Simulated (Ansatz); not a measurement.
Runs of Ansatz 0.2.0 on TaN. Symmetry: Fm-3m, No. 225, cubic system. The conventional cell has a = 4.423 Å, b = 4.423 Å, c = 4.423 Å, α = 90.00°, β = 90.00°, γ = 90.00°. Ta (site symmetry m-3m) has 6 N at 2.21 Å as nearest neighbours. Around N (site symmetry m-3m) lie 6 Ta at 2.21 Å. The cell comes from a database or a generator and needn't be the stable form of this composition.

```csv
task,level,k mesh,cutoff (eV),smearing,basis error allowed,mesh quality,gap on the mesh (eV),pressure (GPa)
phonons,PBE,7 × 7 × 7,381,fermi-dirac 0.05 eV,0.001 eV/atom,coarse,none,-
single point,PBE,10 × 10 × 10,355,gaussian 0.028 eV,0.001 eV/atom,not flagged,none,-1.2
single point,PBE,10 × 10 × 10,355,gaussian 0.015 eV,0.001 eV/atom,not flagged,none,-1.2
single point,PBE,6 × 6 × 6,300,fermi-dirac 0.02 eV,0.004 eV/atom,coarse,none,(a)
phonons,LDA,7 × 7 × 7,380,fermi-dirac 0.05 eV,0.001 eV/atom,coarse,none,-
band structure,LDA,10 × 10 × 10,355,fermi-dirac 0.05 eV,0.001 eV/atom,not flagged,-,-17.1
single point,PBE,10 × 10 × 10,355,gaussian 0.013 eV,0.001 eV/atom,not flagged,none,-1.2
```

Alike in all rows: potentials or basis all-electron LAPW, scalar-relativistic; no spin polarisation; cell as given.

Problem. Fill in the values left out.

Solution. (a) -0.6.

Caveats: some runs use coarse meshes; the k mesh is thin for a metal, which can move the energy by tens of meV per atom (some runs); a metal's response needs a denser mesh (some runs); so large a pressure means that the cell lies far from this level's equilibrium, or that cutoff or potentials fall short (some runs); spin-orbit coupling is left out, which moves the levels of the heavy elements (some runs).

A k mesh can miss the band edges, and the runs leave out spin-orbit coupling on Ta.

A gap of «none» marks a metal or a gap under the smearing width.
